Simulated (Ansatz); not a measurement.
The system is CdTe.

```xyz
2
Lattice="0.0000 3.2050 3.2050 3.2050 0.0000 3.2050 3.2050 3.2050 0.0000" Properties=species:S:1:pos:R:3 pbc="T T T"
Te    4.8075    4.8075    4.8075
Cd    0.0000    0.0000    0.0000
```

```yaml
Program: Ansatz 0.2.0
Task: relaxation of cell and atoms
Functional: PBE
Potentials_or_basis: all-electron LAPW, scalar-relativistic
Basis_error_allowed: 0.001 eV/atom
k_mesh: 7 × 7 × 7
Occupations: fermi-dirac, width 0.05 eV
Spin: no spin polarisation
```

At the start: volume 32.92 Å³/atom.

Question: Where does the relaxation end?

Answer: Over 5 steps the energy falls by 40.3 meV/atom and the volume is 36.22 Å³/atom (+10.0 %); space group F-43m (No. 216, to 0.05 Å).

The path:
```
step  energy change (eV)  largest force (eV/Å)  volume (Å³)
   1              0.0000                0.0000        65.84
   2             -0.0620                0.0000        76.19
   3             -0.0801                0.0000        73.13
   4             -0.0807                0.0000        72.44
   5             -0.0807                0.0000        72.44
```

Final structure:
```xyz
2
Lattice="0.0000 3.3086 3.3086 3.3086 0.0000 3.3086 3.3086 3.3086 0.0000" Properties=species:S:1:pos:R:3 pbc="T T T"
Te    4.9630    4.9630    4.9630
Cd    0.0000    0.0000    0.0000
```

Caveat: the volume moved by +10 % from the deposited cell, more than functionals usually miss.
